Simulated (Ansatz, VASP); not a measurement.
Two plane-wave programs on BiTe

```xyz
2
Lattice="2.4227 1.3988 3.3173 -2.4227 1.3988 3.3173 0.0000 -2.7975 3.3173" Properties=species:S:1:pos:R:3 pbc="T T T"
Bi    0.0000    0.0000    4.9759
Te    0.0000    0.0000    0.0000
```

The cell comes from a database or a generator and needn't be the stable form of this composition.

Alike in both runs: task single point; functional PBE; k mesh 6 × 6 × 6; occupations gaussian, width 0.1 eV; no spin polarisation.

```csv
,VASP,Ansatz
version,VASP 6.6.1,Ansatz 0.2.0
potentials or method,"VASP PAW PBE potentials, release 64 (Bi_d, Te)","scalar-relativistic, plane waves, PAW"
plane-wave cutoff (eV),520,420
valence electrons in the cell,21,31
```

|  | VASP | Ansatz | Ansatz less VASP |
| --- | --- | --- | --- |
| gap on the k mesh at the Fermi level (eV) | none | none | - |
| pressure (GPa) | -0.1 | -0.1 | +0.07 |
| largest component of the traceless stress (GPa) | 0.16 | 0.16 | +0.002 |

A gap of «none» marks a metal or a gap that the smearing closes. The two sets of potentials don't hold the same shells in valence.

Caveats: spin-orbit coupling is left out, which moves the levels of the heavy elements.
